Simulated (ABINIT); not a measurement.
Crystal: Rh.

```
CELL_PARAMETERS angstrom
0.00000 1.89785 1.89785
1.89785 0.00000 1.89785
1.89785 1.89785 0.00000
ATOMIC_POSITIONS crystal
Rh 0.00000 0.00000 0.00000
```

Program: ABINIT 10.8.3 (patched build). Alike in all runs: cell as given; smearing fermi-dirac 0.05 eV.

Q: Order these runs on this cell by their pressure, lowest first.
A. level LDA-PZ; potentials or basis JTH PAW LDA v2.0; spin off; k mesh 12 × 12 × 12; cutoff (eV) 544; fine-grid cutoff 1088.46 eV; mesh quality not flagged
B. level SOGGA; potentials or basis JTH PAW PBE v2.0; spin off; k mesh 12 × 12 × 12; cutoff (eV) 544; fine-grid cutoff 1088.46 eV; mesh quality not flagged
C. level PBEsol; potentials or basis JTH PAW PBE v2.0; spin off; k mesh 7 × 7 × 7; cutoff (eV) 544; fine-grid cutoff 1088.46 eV; mesh quality coarse
D. level r2SCAN; potentials or basis JTH PAW PBE v2.0; spin off; k mesh 5 × 5 × 5; cutoff (eV) 653; fine-grid cutoff 1251.72 eV; mesh quality coarse
E. level WC; potentials or basis JTH PAW PBE v2.0; spin SOC, no magnetisation; k mesh 12 × 12 × 12; cutoff (eV) 544; fine-grid cutoff 1088.46 eV; mesh quality not flagged

A: A (-9.6 GPa), B (-6.5 GPa), C (-4.6 GPa), E (-0.7 GPa), D (4.5 GPa).

Caveats: some runs use coarse meshes; the PAW data sets were made with another functional, which shifts forces and pressure a little (some runs).

Runs at the PBE level aren't shown here.
